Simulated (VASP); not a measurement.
# Rh (P6_3/mmc) in VASP: settings compared

One crystal, Rh, is run at these levels: PBE, r2SCAN; tasks: single point.

Program: VASP 6.6.1. These are calculated values, not measurements. Logs are shortened: lines on timing, memory, paths and dates and some standing lists are left out, and cuts for length are marked.

**1. The undisturbed crystal**

Symmetry: P6_3/mmc, No. 194, hexagonal system. Conventional cell: a = 2.692 Å, b = 2.692 Å, c = 8.798 Å, α = 90.00°, β = 90.00°, γ = 120.00°. Around Rh (site symmetry -3m) lie 12 Rh at 2.69 Å. Around Rh (site symmetry -6m2) lie 12 Rh at 2.69 Å.

This isn't the form of Rh at room conditions, which is fcc.

**2. Single point, PBE (strained and moved within the space group)**

INCAR

```
  PREC = Accurate
  ENCUT = 520
  EDIFF = 1E-6
  ISMEAR = 0
  SIGMA = 0.1
  LREAL = F
  LASPH = T
  NELM = 100
  ALGO = Fast
  ISIF = 2
  LWAVE = F
  LCHARG = F
  GGA = PE
  NBANDS = 38
```

KPOINTS

```
Automatic mesh
0
Gamma
  18 18 6
```

POSCAR

```
Rh
1.0
    2.6897527324      0.0000000000      0.0000000000
   -1.3448763662      2.3293941962      0.0000000000
    0.0000000000      0.0000000000      8.2636753503
Rh
4
Direct
    0.0000000000      0.0000000000      0.0000000000
    0.3333333300      0.6666666700      0.2500000000
    0.0000000000      0.0000000000      0.5000000000
    0.6666666700      0.3333333300      0.7500000000
```

Potentials or basis: VASP PAW PBE potentials, release 64 (Rh_pv).

Run with:

```bash
$ cat potpaw_PBE.64/Rh_pv/POTCAR > POTCAR
$ mpirun -np 1 vasp_std > vasp.out
```

OUTCAR:

```text
PREC = Accurate
   ENCUT = 520
   EDIFF = 1E-6
   ISMEAR = 0
   LREAL = F
   LASPH = T
   NELM = 100
   ISIF = 2
   GGA = PE

 ion  position               nearest neighbor table
   1  0.000  0.000  0.000-   2 2.58   4 2.58   4 2.58   2 2.58   4 2.58   2 2.58
   2  0.333  0.667  0.250-   1 2.58   3 2.58   1 2.58   3 2.58   1 2.58   3 2.58
   3  0.000  0.000  0.500-   2 2.58   4 2.58   4 2.58   2 2.58   4 2.58   2 2.58
   4  0.667  0.333  0.750-   1 2.58   3 2.58   1 2.58   3 2.58   1 2.58   3 2.58

  LATTYP: Found a hexagonal cell.
 ALAT       =     2.6897527324
 C/A-ratio  =     3.0722806787

  Lattice vectors:

 A1 = (   2.6897527324,   0.0000000000,   0.0000000000)
 A2 = (  -1.3448763662,   2.3293941962,   0.0000000000)
 A3 = (   0.0000000000,   0.0000000000,   8.2636753503)

Analysis of symmetry for initial positions (statically):
=====================================================================
 Subroutine PRICEL returns:
 Original cell was already a primitive cell.

 Routine SETGRP: Setting up the symmetry group for a
 hexagonal supercell.

 Subroutine GETGRP returns: Found 24 space group operations
 (whereof 12 operations were pure point group operations)
 out of a pool of 24 trial point group operations.

The static configuration has the point symmetry D_3d.
 The point group associated with its full space group is D_6h.

Analysis of symmetry for dynamics (positions and initial velocities):
=====================================================================
 Subroutine PRICEL returns:
 Original cell was already a primitive cell.

 Routine SETGRP: Setting up the symmetry group for a
 hexagonal supercell.

 Subroutine GETGRP returns: Found 24 space group operations
 (whereof 12 operations were pure point group operations)
 out of a pool of 24 trial point group operations.

The dynamic configuration has the point symmetry D_3d.
 The point group associated with its full space group is D_6h.

 Subroutine INISYM returns: Found 24 space group operations
 (whereof 12 operations are pure point group operations),
 and found     1 'primitive' translations

----------------------------------------------------------------------------------------

                                     Primitive cell

  volume of cell :      51.7760

  direct lattice vectors                    reciprocal lattice vectors
     2.689752732  0.000000000  0.000000000     0.371781386  0.214648084  0.000000000
    -1.344876366  2.329394196  0.000000000     0.000000000  0.429296167  0.000000000
     0.000000000  0.000000000  8.263675350     0.000000000  0.000000000  0.121011530

  length of vectors
     2.689752732  2.689752732  8.263675350     0.429296167  0.429296167  0.121011530

  position of ions in fractional coordinates (direct lattice)
     0.000000000  0.000000000  0.000000000
     0.333333330  0.666666670  0.250000000
     0.000000000  0.000000000  0.500000000
     0.666666670  0.333333330  0.750000000

  ion indices of the primitive-cell ions
   primitive index   ion index
                 1           1
                 2           2
                 3           3
                 4           4

----------------------------------------------------------------------------------------

 KPOINTS: Automatic mesh

Automatic generation of k-mesh.
 Grid dimensions read from file:
 generate k-points for:   18   18    6

 Generating k-lattice:

  Cartesian coordinates                     Fractional coordinates (reciprocal lattice)
     0.020654521  0.011924894  0.000000000     0.055555556  0.000000000  0.000000000
     0.000000000  0.023849787  0.000000000     0.000000000  0.055555556  0.000000000
     0.000000000  0.000000000  0.020168588     0.000000000  0.000000000  0.166666667

  Length of vectors
     0.023849787  0.023849787  0.020168588

  Shift w.r.t. Gamma in fractional coordinates (k-lattice)
     0.000000000  0.000000000  0.000000000

 Subroutine IBZKPT returns following result:
 ===========================================

 Found    148 irreducible k-points:

 Following reciprocal coordinates:
            Coordinates               Weight
  0.000000  0.000000  0.000000      1.000000
  0.055556 -0.000000  0.000000      6.000000
  0.111111 -0.000000  0.000000      6.000000
  0.166667  0.000000  0.000000      6.000000
  0.222222  0.000000  0.000000      6.000000
  0.277778  0.000000  0.000000      6.000000
[... 16 lines left out ...]
  0.333333  0.111111  0.000000     12.000000
  0.388889  0.111111  0.000000     12.000000
 [... further k-points ...]
   k-points           NKPTS =    148   k-points in BZ     NKDIM =    148   number of bands    NBANDS=     38
   number of dos      NEDOS =    301   number of ions     NIONS =      4
   total plane-waves  NPLWV =  25600
   dimension x,y,z NGX =    20 NGY =   20 NGZ =   64
   dimension x,y,z NGXF=    40 NGYF=   40 NGZF=  128
   ions per type =               4
   NGX,Y,Z   is equivalent  to a cutoff of  12.36, 12.36, 12.88 a.u.
   NGXF,Y,Z  is equivalent  to a cutoff of  24.72, 24.72, 25.75 a.u.
 SYSTEM =  unknown system
   PREC   = accura    normal or accurate (medium, high low for compatibility)
   ISTART =      0    job   : 0-new  1-cont  2-samecut
   ICHARG =      2    charge: 1-file 2-atom 10-const
   ISPIN  =      1    spin polarized calculation?
   LNONCOLLINEAR =      F non collinear calculations
   LSORBIT =      F    spin-orbit coupling
   LASPH  =      T    aspherical Exc in radial PAW
   ENCUT  =  520.0 eV  38.22 Ry    6.18 a.u.   5.00  5.00 15.36*2*pi/ulx,y,z
   NELM   =    100;   NELMIN=  2; NELMDL= -5     # of ELM steps
   EDIFF  = 0.1E-05   stopping-criterion for ELM
[... 8 lines left out ...]
   TEBEG  =    0.0;   TEEND  =   0.0 temperature during run
   PSTRESS=    0.0 pullay stress
   NELECT =      60.0000    total number of electrons
   NUPDOWN=      -1.0000    fix difference up-down
   EMIN   =  10.00;   EMAX   =-10.00  energy-range for DOS
   EFERMI =   0.00;   METHOD = LEGACY
   ISMEAR =     0;   SIGMA  =   0.10  broadening in eV -4-tet -1-fermi 0-gaus
   EFERMI_NEDOS =   21; number of points for ismear=-14 and -15
   IALGO  =     68    algorithm
   IMIX   =      4    mixing-type and parameters
     AMIX     =   0.40;   BMIX     =  1.00
     AMIX_MAG =   1.60;   BMIX_MAG =  1.00
  volume/ion in A,a.u.               =      12.94        87.35
  Fermi-wavevector in a.u.,A,eV,Ry     =   1.719554  3.249485 40.230585  2.956865
  Thomas-Fermi vector in A             =   2.796158
   LORBIT       =      0    0 simple, 1 ext, 2 COOP (PROOUT), +10 PAW based schemes
   GGA     = PE    functional components
   LHFCALC =     F    Hartree Fock is set to
   AEXX    =    0.0000 exact exchange contribution
   IVDW    =     0    specifies the selected vdW correction
   LEPSILON=     F    determine dielectric tensor
   LRPA    =     F    only Hartree local field effects (RPA)
 non-spin polarized calculation
 RMM-DIIS sequential band-by-band and
 Gauss-broadening in eV      SIGMA  =   0.10
  energy-cutoff  :      520.00
  volume of cell :       51.78
 maximum number of plane-waves:      1422
 NGX is ok and might be reduce to    20
   NGX =  9   NGY =  9   NGZ = 31

 number of electron      60.0000012 magnetization

 Free energy of the ion-electron system (eV)
  ---------------------------------------------------
  ext. energy  EPLUGINS =         0.00000000
  ---------------------------------------------------
  free energy    TOTEN  =       -28.45730990 eV

  energy without entropy =      -28.43206352  energy(sigma->0) =      -28.44468671

 E-fermi :  13.0969     XC(G=0): -14.4201

 val. band max:       13.0925727399   @ k =   0.2778   0.0556   0.3333
 cond. band min:      13.1013871591   @ k =   0.3333   0.1111   0.1667
 fundamental gap:      0.0088144192
 Fermi energy:        13.0969053731

 k-point     1 :       0.0000    0.0000    0.0000
  band No.  band energies     occupation
      1     -34.4416      2.00000
      2     -33.9383      2.00000
      3     -33.9377      2.00000
      4     -33.6037      2.00000
      5     -33.6037      2.00000
      6     -33.5375      2.00000
[... 30 lines left out ...]
     37      23.2388      0.00000
     38      27.4840      0.00000

 k-point     2 :       0.0556   -0.0000    0.0000
  band No.  band energies     occupation
      1     -34.4325      2.00000
      2     -33.9429      2.00000
      3     -33.9427      2.00000
      4     -33.6205      2.00000
      5     -33.6099      2.00000
      6     -33.5473      2.00000
[... 30 lines left out ...]
     37      23.2133      0.00000
     38      27.6475      0.00000

 k-point     3 :       0.1111   -0.0000    0.0000
  band No.  band energies     occupation
      1     -34.4060      2.00000
      2     -33.9604      2.00000
      3     -33.9572      2.00000
      4     -33.6675      2.00000
      5     -33.6273      2.00000
      6     -33.5755      2.00000
[... 30 lines left out ...]
     37      23.1410      0.00000
     38      28.0695      0.00000

 k-point     4 :       0.1667    0.0000    0.0000
  band No.  band energies     occupation
      1     -34.3638      2.00000
      2     -33.9951      2.00000
      3     -33.9850      2.00000
      4     -33.7365      2.00000
      5     -33.6533      2.00000
      6     -33.6233      2.00000
[... 30 lines left out ...]
     37      23.0377      0.00000
     38      28.4283      0.00000
[... 703 lines left out ...]
      4     -33.9709      2.00000
      5     -33.9236      2.00000
      6     -33.7818      2.00000
[... 30 lines left out ...]
     37      22.8429      0.00000
     38      23.9551      0.00000

 k-point    23 :       0.3333    0.1111    0.0000
  band No.  band energies     occupation
      1     -34.2482      2.00000
      2     -34.2280      2.00000
      3     -34.0412      2.00000
      4     -34.0290      2.00000
      5     -33.9837      2.00000
      6     -33.8045      2.00000
[... 30 lines left out ...]
     37      23.3156      0.00000
     38      23.4852      0.00000

 k-point    24 :       0.3889    0.1111    0.0000
  band No.  band energies     occupation
      1     -34.2857      2.00000
      2     -34.2563      2.00000
      3     -34.0684      2.00000
      4     -34.0204      2.00000
      5     -33.9663      2.00000
      6     -33.8199      2.00000
[... 30 lines left out ...]
     37      23.0607      0.00000
     38      23.0639      0.00000

 [... further k-points ...]
[... 5 lines left out ...]
  --------------------------------------------------------------------------------------
  -------------------------------------------------------------------------------------
  Total        6.2754092      6.2754092     14.6882995      0.0000000      0.0000000      0.0000000
  in kB      194.1887374    194.1887374    454.5205332      0.0000000      0.0000000      0.0000000
  external PRESSURE =     280.9660027 kB  Pullay stress =       0.0000000 kB

 VOLUME and BASIS-vectors are now :
 -----------------------------------------------------------------------------
  energy-cutoff  :      520.00
  volume of cell :       51.78
      direct lattice vectors                 reciprocal lattice vectors
     2.689752732  0.000000000  0.000000000     0.371781386  0.214648084  0.000000000
    -1.344876366  2.329394196  0.000000000     0.000000000  0.429296167  0.000000000
     0.000000000  0.000000000  8.263675350     0.000000000  0.000000000  0.121011530

 POSITION                                       TOTAL-FORCE (eV/Angst)
 -----------------------------------------------------------------------------------
      0.00000      0.00000      0.00000        -0.000000     -0.000000      0.000000
     -0.00000      1.55293      2.06592         0.000000     -0.000000     -0.000000
      0.00000      0.00000      4.13184        -0.000000     -0.000000      0.000000
      1.34488      0.77646      6.19776        -0.000000      0.000000      0.000000
 -----------------------------------------------------------------------------------
    total drift:                               -0.000000      0.000000      0.000000

  FREE ENERGIE OF THE ION-ELECTRON SYSTEM (eV)
  ---------------------------------------------------
  free  energy   TOTEN  =       -28.4573098962 eV

  energy  without entropy=      -28.4320635169  energy(sigma->0) =      -28.44468671
```

It took 2.1 min on 1 thread of Intel Xeon 6975P-C (Granite Rapids), shared host; peak memory 0.31 GiB.

Results:

```yaml
Free_energy: -28.4573 eV
Pressure: 28.1 GPa
Band_gap_on_the_k_mesh: none (metal or under the smearing width)
```

Levels at points of the mesh, in eV from the Fermi level:
```
           k point  band 26  band 27  band 28  band 29  band 30  band 31  band 32  band 33  band 34  band 35
(0.00, 0.00, 0.00)    -2.89    -2.89    -1.83    -1.83    -1.23    -1.23    -0.35    -0.35     0.58     0.58
(0.50, 0.00, 0.00)     0.29     0.42     0.44     0.71     0.72     0.94     1.05     1.06     2.27     4.43
(0.00, 0.00, 0.50)    -3.24    -1.37    -1.37    -1.37    -1.37    -0.77    -0.77     0.08     0.08     0.08
(0.50, 0.00, 0.50)    -1.09    -0.14    -0.14     0.34     0.34     0.70     0.70     2.91     2.91     4.39
```

Caveat: so large a pressure means that the cell lies far from this level's equilibrium, or that cutoff or potentials fall short.

**3. Single point, r2SCAN (functional r2SCAN, strained and moved within the space group)**

POSCAR

```
Rh
1.0
    2.5978296535      0.0000000000      0.0000000000
   -1.2989148267      2.2497864747      0.0000000000
    0.0000000000      0.0000000000      8.4911054632
Rh
4
Direct
    0.0000000000      0.0000000000      0.0000000000
    0.3333333300      0.6666666700      0.2500000000
    0.0000000000      0.0000000000      0.5000000000
    0.6666666700      0.3333333300      0.7500000000
```

INCAR.step1

```
PREC = Accurate
ENCUT = 520
ISMEAR = 0
SIGMA = 0.1
LREAL = F
LASPH = T
NELM = 100
NBANDS = 38
GGA = PE
ALGO = Normal
EDIFF = 1E-4
LWAVE = T
LCHARG = F
```

INCAR.step2

```
PREC = Accurate
ENCUT = 520
EDIFF = 1E-6
ISMEAR = 0
SIGMA = 0.1
LREAL = F
LASPH = T
NELM = 100
ALGO = Normal
ISIF = 2
LWAVE = F
LCHARG = F
METAGGA = R2SCAN
LMIXTAU = T
NBANDS = 38
ISTART = 1
```

KPOINTS is that of step 2.

Potentials or basis: VASP PAW PBE potentials, release 64 (Rh_pv).

Run with:

```bash
$ cat potpaw_PBE.64/Rh_pv/POTCAR > POTCAR
$ cp INCAR.step1 INCAR
$ mpirun -np 1 vasp_std > vasp.out
$ cp INCAR.step2 INCAR
$ mpirun -np 1 vasp_std > vasp.out
```

Wall time 9.5 min (1 thread of Intel Xeon Platinum 8488C (Sapphire Rapids), shared host); peak memory 0.31 GiB.

The run converged. Its results:

```
Free energy            : -95.8598 eV
Pressure               : 39.2 GPa
Band gap on the k mesh : none (metal or under the smearing width)
```

Stress tensor (GPa, compression positive):
```
39.33  0.00  0.00
 0.00 39.33  0.00
 0.00  0.00 38.82
```

Levels at points of the mesh, in eV from the Fermi level:
```tsv
k point	band 28	band 29	band 30	band 31	band 32	band 33
(0.00, 0.00, 0.00)	-1.80	-1.80	-1.08	-1.08	-0.44	-0.44
(0.50, 0.00, 0.00)	0.73	0.82	1.03	1.04	1.09	1.39
(0.00, 0.00, 0.50)	-1.42	-1.42	-1.42	-1.27	-1.27	0.08
(0.50, 0.00, 0.50)	-0.16	0.72	0.72	1.00	1.00	3.37
```

Caveat: so large a pressure means that the cell lies far from this level's equilibrium, or that cutoff or potentials fall short; the potentials were made for another functional, which shifts forces and pressure.
